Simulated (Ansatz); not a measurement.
Ansatz input

```yaml
crystal:
  lattice:
    - [4.2676507667, 0.0, 0.0]
    - [-2.1338253833, 3.6958939784, 0.0]
    - [0.0, 0.0, 2.2872261842]
  atoms:
    - { symbol: V, position: [0.0, 1.0, 0.0], spin: 1.0 }
    - { symbol: V, position: [0.3333333333, 0.6666666667, 0.5], spin: 1.0 }
    - { symbol: V, position: [0.6666666667, 0.3333333333, 0.5], spin: 1.0 }
hamiltonian:
  xc: pbe
  pseudopotentials:
    kind: paw
    azcp:
      V: "pseudopotentials/V.paw.azcp"
basis:
  ecutwfc: 420
  fft_grid_basis: typed
kpoints:
  mp_grid: { grid: [11, 11, 17], shift: [0, 0, 0] }
magnetization:
  spin_polarized: true
scf:
  occupations: { method: fermi_dirac, width: 0.05 }
output:
  stress: true
```

Terminal output

```
Engine: ansatz 0.2.0, aarch64-unknown-linux-gnu
Pseudopotentials: kind: paw
Pseudopotential: V, paw, valence charge 13, recommended cutoff 420 eV (normal) 
Functional definition: PBE
  parameter kappa = 0.804
  parameter beta = 0.06672455060314922
  exchange = pbe_x(kappa = kappa, mu = beta*pi^2/3)
  correlation = pbe_c(beta = beta)
Crystal: 3 atoms, lattice volume = 36.076 Å³
Basis set: ecut = 420 eV, 685 PW (Γ)
Bands: 26, of which v1, the nominal top of the filled ones, is band 20 counted from 1 (19 counted from 0)
Symmetry: 24 space group operations
Space group: P6/mmm (ITA 191), of the structure as read, at distance tolerance 3.3e-5 Å
Magnetic group: BNS 191.233 (UNI 1463), of the structure as read, at distance tolerance 3.3e-5 Å
k-points: 144 of 2057
Non-local potential: V, projectors of the file, l = 0: 3, l = 1: 2, l = 2: 3, l = 3: 1
PAW form: soft (Blöchl's): semilocal exchange-correlation on the pseudo side does not see the compensation charge
PAW one-centre angular grid: V, 590 points (default); XC on 64 Gauss nodes
Initial density: superposition of atomic densities (chi_scale 0.1, normalization cell)
Starting moments: Σ|m| = 3 μB on 3 of 3 sites
Initial wavefunctions: pseudopotential atomic-orbital guess
Functional: x = pbe(κ = 0.804, μ = 0.2195149727645171), c = pbe(β = 0.06672455060314922)
SCF iter   1: F=—  HF=-8736.336823 eV  |F-HF|=—  |Δ(HF+E_count)|=         —  Δρ=1.10e-1 (↑1.10e-1 ↓4.48e-2)  dr2=2.56e0  dr2_m=1.62e0  M=0.299 μB ∫|m|=0.328 μB  β_m=0.30  ethr=3.10e-3  ⟨swp⟩=3.3  Hψ=24750  notcnv=0
Mixer restart at iter 1: flushing history
SCF iter   2: F=—  HF=-8735.384473 eV  |F-HF|=—  |Δ(HF+E_count)|=   9.52e-1  Δρ=7.17e-2 (↑7.17e-2 ↓3.75e-2)  dr2=8.45e-1  dr2_m=8.49e-1  M=0.246 μB ∫|m|=0.271 μB  β_m=0.58  ethr=3.10e-3  ⟨swp⟩=2.5  Hψ=13939  notcnv=0  defer=171
SCF iter   3: F=—  HF=-8736.320706 eV  |F-HF|=—  |Δ(HF+E_count)|=   9.36e-1  Δρ=1.32e-2 (↑1.32e-2 ↓1.09e-2)  dr2=5.54e-2  dr2_m=3.73e-2  M=0.074 μB ∫|m|=0.085 μB  β_m=0.64  ethr=2.17e-3  ⟨swp⟩=2.3  Hψ=11684  notcnv=0  defer=171
SCF iter   4: F=—  HF=-8736.428348 eV  |F-HF|=—  |Δ(HF+E_count)|=   1.08e-1  Δρ=1.41e-2 (↑1.41e-2 ↓1.38e-2)  dr2=4.22e-1  dr2_m=1.11e-3  M=0.014 μB ∫|m|=0.022 μB  β_m=0.64  ethr=1.42e-4  ⟨swp⟩=2.8  Hψ=17525  notcnv=0  defer=120
SCF iter   5: F=—  HF=-8736.460578 eV  |F-HF|=—  |Δ(HF+E_count)|=   3.22e-2  Δρ=1.61e-3 (↑6.30e-4 ↓1.61e-3)  dr2=1.31e-3  dr2_m=1.29e-4  M=0.004 μB ∫|m|=0.011 μB  β_m=0.82  ethr=1.42e-4  ⟨swp⟩=3.0  Hψ=17629  notcnv=0  defer=115
SCF iter   6: F=—  HF=-8736.460239 eV  |F-HF|=—  |Δ(HF+E_count)|=   3.39e-4  Δρ=4.92e-4 (↑3.63e-4 ↓4.92e-4)  dr2=2.13e-4  dr2_m=4.80e-6  M=-0.002 μB ∫|m|=0.002 μB  β_m=0.75  ethr=3.36e-6  ⟨swp⟩=2.4  Hψ=13251  notcnv=0  defer=114
SCF iter   7: F=—  HF=-8736.460296 eV  |F-HF|=—  |Δ(HF+E_count)|=   5.64e-5  Δρ=6.10e-5 (↑6.10e-5 ↓4.26e-5)  dr2=1.11e-6  dr2_m=5.53e-7  M=-0.001 μB ∫|m|=0.001 μB  β_m=0.88  ethr=5.46e-7  ⟨swp⟩=2.7  Hψ=12371  notcnv=0  defer=113
SCF iter   8: F=—  HF=-8736.460299 eV  |F-HF|=—  |Δ(HF+E_count)|=   3.69e-6  Δρ=2.00e-5 (↑2.00e-5 ↓1.19e-5)  dr2=1.89e-7  dr2_m=4.99e-8  M=-0.000 μB ∫|m|=0.000 μB  β_m=0.94  ethr=2.84e-9  ⟨swp⟩=2.0  Hψ=9943  notcnv=0  defer=113
SCF iter   9: F=—  HF=-8736.460299 eV  |F-HF|=—  |Δ(HF+E_count)|=   1.34e-7  Δρ=4.21e-6 (↑3.70e-6 ↓4.21e-6)  dr2=1.81e-8  dr2_m=1.85e-9  M=-0.000 μB ∫|m|=0.000 μB  β_m=0.93  ethr=4.84e-10  ⟨swp⟩=2.2  Hψ=10898  notcnv=0  defer=113
SCF iter  10: F=—  HF=-8736.460299 eV  |F-HF|=—  |Δ(HF+E_count)|=   2.30e-9  Δρ=1.52e-6 (↑1.29e-6 ↓1.52e-6)  dr2=1.83e-9  dr2_m=1.14e-10  M=-0.000 μB ∫|m|=0.000 μB  β_m=0.89  ethr=4.64e-11  ⟨swp⟩=2.1  Hψ=11947  notcnv=0  defer=113
SCF iter  11: F=-8736.460299 eV  HF=-8736.460299 eV  |F-HF|=5.09e-11  |Δ(HF+E_count)|=  3.53e-10  Δρ=3.08e-7 (↑2.00e-7 ↓3.08e-7)  dr2=6.31e-11  dr2_m=9.26e-12  M=-0.000 μB ∫|m|=0.000 μB  ethr=4.70e-12  ⟨swp⟩=1.0  Hψ=20973  notcnv=0
SCF 1 converged in 11 iterations: F = -8736.460299 eV  dr2 = 6.31e-11
WARN: the starting moments were not kept: the SCF closed with an absolute magnetisation of 1.0e-5 μB, where they sum to 3 μB in size (3 sites). That is at most 0.1 of that sum. Measured as dr2_m measures the in/out step, that magnetisation stands 2.0e-11 eV from none, at or under the dr2_threshold of 1.0e-7 eV: it is no larger than a step whose dr2_m would equal this threshold. The system may hold no moment; this SCF shows only that its start led to no more than that. To try another start: raise the starting moments (crystal.atoms[].spin, magnetization.per_species, magnetization.initial_magnetization, or on a non-collinear deck that types none of these the spinor_matrix: blocks that start its atoms; where the total moment is fixed, keep their sum and leave initial_magnetization as it is; typed ones take the place of any that the run laid by itself, positive ones on a crystal's lanthanoids without a Hubbard term where scf.initial_density.shell_occupations: [] is typed) or, if the notice of its spin-set hold's release reads "site moments contracting" or "site moments show no strong build", lengthen the hold (scf.mixing.spin_hold: { on: { confirm: 4 } }; for m-r²SCAN on two components see the key's manual first). Each may lead to a state that holds a moment. A second SCF, from the converged charge density, with the starting moments and any scf.initial_density.shell_occupations laid on it anew, would have followed, and was not run: the deck does not ask for one (magnetization.retry_lost_moments is false, the default). To let it run, set magnetization.retry_lost_moments: true and run the deck again, where that key's refused combinations let it; where memory then withholds it, that run's warning says so.
SCF converged after 11 iterations
Magnetization: -0.0000 μB (19.5000 up, 19.5000 down)
Absolute magnetization: 0.0000 μB (∫|ρ↑−ρ↓|, with the PAW one-centre terms)
Spin contamination: 0.0000 ħ² per cell (⟨S²⟩ above its minimum at these occupations)
Per-site moments (μB) at R_I (Å): [(2.8061787413381874e-6, 0.9434808009825001), (-2.421594255683702e-6, 0.9434808009825001), (-2.421594255683702e-6, 0.9434808009825001)]
Free energy (F): -8736.460299 eV
Harris-Foulkes:  -8736.460299 eV  (|F-HF|=5.09e-11)
Internal energy: -8736.431820 eV  (E = F + TS)
E sigma→0 (E₀):  -8736.446060 eV
Entropy (-TS):   -0.028479 eV (-9.493 meV/atom)
Fermi energy:    19.028237 eV
--- Per-component energies (eV) ---
  E_band       = -342.751468
  E_kinetic    = 1021.286006
  E_local      = -2473.372847  (includes V_loc(G=0)·N_el)
  E_nonlocal   = -133.163574
  E_hartree    = 1171.411589
  E_xc         = -394.879183
  E_vxc        = -500.993610  (∫ρ·V_xc dr)
  E_paw        = -3341.929832  (= ΣΔE_a)
  E_vpaw       = -599.331205  (= ΣTr[D̂ρ^β])
  E_aug_tail   = 0.000874  (compensation charges beyond the density's cutoff)
  E_ewald      = -4585.784853
  E_smearing   = -0.028479  (= −TS)
  E_closure    = 0.000000  (closes the sum)
  Σ components = -8736.460299   (vs F -8736.460299, Δ=0.00e0)
--- Stress (GPa, compression-positive) ---
       28.141712       0.000000       0.000000
        0.000000      28.141712       0.000000
        0.000000       0.000000      29.218240
  P = ⅓ Tr σ = 28.5006 GPa (285.006 kbar)
```
